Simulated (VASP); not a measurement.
H13O6F, 20 atoms in the cell. The cell holds a amorphous, 20 atoms: a = 5.553 Å, b = 5.553 Å, c = 5.553 Å, α = 90.00°, β = 90.00°, γ = 90.00°. The cell was built by a generator and needn't be a form met in nature.

* Program: VASP 6.6.1
* Task: single point
* Functional: PBE
* Dispersion: D3(BJ)
* Potentials or basis: VASP PAW PBE potentials, release 64 (O, H, F)
* Cutoff: 520 eV
* k mesh: 1 × 1 × 1
* Occupations: fermi-dirac, width 0.02 eV
* Spin: no spin polarisation
* Dipole correction: no
* Further INCAR settings: LREAL = Auto; ALGO = Normal; EDIFF = 1e-06; NBANDS = 44

Potentials or basis: VASP PAW PBE potentials, release 64 (O, H, F).

Command:

```bash
$ cat potpaw_PBE.64/O/POTCAR potpaw_PBE.64/H/POTCAR potpaw_PBE.64/F/POTCAR > POTCAR
$ mpirun -np 1 vasp_gam > vasp.out
```

Hardware: 1 thread of Intel(R) Xeon(R) 6975P-C (Granite Rapids), with other jobs on the host.

Problem. How long does it take, and how much memory?

Solution. Run time: 11 s on 1 thread of Intel(R) Xeon(R) 6975P-C (Granite Rapids), with other jobs on the host, peak memory 0.23 GiB. Counts: scf iterations 14, k points 1.
